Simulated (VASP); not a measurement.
Write the native input for VASP 6.6.1 that does the following.

| Quantity | Value |
| --- | --- |
| Task | relaxation of cell and atoms |
| Functional | revTPSS |
| Potentials or basis | VASP PAW PBE potentials, release 64 (Pm) |
| Cutoff | 600 eV |
| k mesh | 9 × 9 × 9 |
| Occupations | methfessel-paxton, width 0.1 eV |
| Spin | collinear spin, ferromagnetic start |
| Starting moments | [4.0] μB |
| Further INCAR settings | ALGO = Normal; EDIFF = 1e-06; IBRION = 2; EDIFFG = -0.01; NSW = 40; ISIF = 3 |

The structure of Pm lies in POSCAR:

```
Pm
1.0
    0.0000000000      2.5841748100      2.5841748100
    2.5841748100      0.0000000000      2.5841748100
    2.5841748100      2.5841748100      0.0000000000
Pm
1
Direct
    0.0000000000      0.0000000000      0.0000000000
```

This isn't the form of Pm at room conditions, which is double hcp.

One way to write it, as run:

INCAR

```
SYSTEM = Pm
  PREC = Accurate
  ENCUT = 600
  EDIFF = 1E-6
  ISMEAR = 1
  SIGMA = 0.1
  LREAL = .FALSE.
  LASPH = .TRUE.
  NELM = 100
  ALGO = Normal
  ISIF = 3
  LWAVE = .FALSE.
  LCHARG = .FALSE.
  ISPIN = 2
  MAGMOM = 4
  LORBIT = 11
  LMAXMIX = 6
  METAGGA = RTPSS
  LMIXTAU = .TRUE.
  IBRION = 2
  NSW = 40
  EDIFFG = -0.01
```

KPOINTS

```
Automatic mesh
0
G
  9 9 9
  0 0 0
```

Potentials or basis: VASP PAW PBE potentials, release 64 (Pm).

Launch:

```bash
$ cat potpaw_PBE.64/Pm/POTCAR > POTCAR
$ mpirun -np 1 vasp_std > vasp.out
```

It gave:

```
Relaxed volume                                        : 33.03 Å³/atom
Relaxed cell                                          : a = 3.602 Å, b = 3.602 Å, c = 3.602 Å, α = 60.00°, β = 60.00°, γ = 60.00°
Space group after relaxing (to 0.05 Å)                : Fm-3m (No. 225)
Energy gained by relaxing                             : 3.9 meV/atom
Ionic steps                                           : 6
Pressure after relaxing                               : 0.0 GPa
Band gap on the k mesh                                : none (metal or under the smearing width)
Net moment                                            : 5.36 μB per cell
Site moments                                          : Pm +4.59 μB
Valence electrons inside the program's atomic spheres : Pm 12.39
```

Caveat: the magnetic or orbital state may not be the lowest; the PAW data sets were made with another functional, which shifts forces and pressure a little; spin-orbit coupling is left out, which moves the levels of the heavy elements.

Wall time 15 min on 1 thread of Intel(R) Xeon(R) Platinum 8488C (Sapphire Rapids), with other jobs on the host, peak memory 0.24 GiB.
